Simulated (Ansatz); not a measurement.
V:

```
V
1.0
     2.60429    0.00000    0.00000
    -1.30215    2.25538    0.00000
     0.00000    0.00000    4.72334
V
2
Direct
  0.33333 0.66667 0.25000
  0.66667 0.33333 0.75000
```

This isn't the form of V at room conditions, which is bcc.

Base run:

* Program: Ansatz 0.2.0
* Functional: PBEsol
* Potentials or basis: all-electron LAPW, scalar-relativistic
* Cutoff: 262 eV (chosen from the basis error)
* Basis error allowed: 0.001 eV/atom
* k mesh: 12 × 12 × 6
* Occupations: fermi-dirac, width 0.05 eV
* Spin: collinear spin, ferromagnetic start
* Starting moments: [2.0, 2.0] μB

Its results: band gap on the k mesh none (metal or under the smearing width); pressure -7.2 GPa; net moment 0.00 μB per cell.

Problem. The run is repeated on the same cell with these changes: hubbard terms from none to V d U = 2 eV. What comes out?

Solution. Band gap on the k mesh none (metal or under the smearing width); pressure -2.8 GPa; net moment 1.29 μB per cell; site moments V +0.58 μB.

Caveats: the starting moments weren't kept (some runs); the magnetic state may not be the lowest (some runs); U is the effective U less J, on atomic orbitals that reach past the spheres (some runs); the U is typed as a test and isn't derived for this compound (some runs).
